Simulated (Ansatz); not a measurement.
# SnO2: the cost of one run

Program: Ansatz 0.2.0. Level of theory: DFT PBE, scalar-relativistic, plane waves, PAW. These are calculated values, not measurements.

### Step 1. Starting point

Symmetry: Fm-3m, No. 225, cubic system. The conventional cell has a = 5.143 Å, b = 5.143 Å, c = 5.143 Å, α = 90.00°, β = 90.00°, γ = 90.00°. Around Sn (site symmetry m-3m) lie 8 O at 2.23 Å. O (site symmetry -43m) is surrounded by 4 Sn at 2.23 Å.

Structure file:

```
Sn O
1.0
     0.00000    2.57165    2.57165
     2.57165    0.00000    2.57165
     2.57165    2.57165    0.00000
Sn O
1 2
Cartesian
  0.0000 0.0000 0.0000
  1.2858 1.2858 1.2858
  3.8575 3.8575 3.8575
```

It goes back to an entry of the Materials Project, which need not be the stable form.

This cell was relaxed beforehand with the same method: volume 11.34 Å³/atom, gap on the mesh none (metal).

### Step 2. The reference: the undisturbed cell on the scan's mesh

input.yaml reads:

```yaml
crystal:
  lattice:
    - [0.0, 2.5716524213, 2.5716524213]
    - [2.5716524213, 0.0, 2.5716524213]
    - [2.5716524213, 2.5716524213, 0.0]
  atoms:
    - { symbol: Sn, position: [0.0, 0.0, 0.0] }
    - { symbol: O, position: [0.25, 0.25, 0.25] }
    - { symbol: O, position: [0.75, 0.75, 0.75] }
basis:
  ecutwfc: 420
kpoints:
  mp_grid: { grid: [16, 16, 16] }
hamiltonian:
  xc: pbe
scf:
  occupations: { method: gaussian, width: 0.15 }
output:
  forces: true
  stress: true
  eigenvalues: true
  write_density: true
  write_potential: true
  elf: true
  volumetric_format: npy
```

Command:

```bash
> ansatz run input.yaml --threads 1 --pin off --max-ram 2560MiB --backend cpu --events-out ev --progress --plain --runs-dir out
```

**Question.** How long does this run take on 1 thread of Intel Xeon Platinum 8259CL at 2.50GHz (Skylake/Cascade Lake), shared host, and how much memory does it need?

About 5.2 s, with a peak of 0.42 GiB.
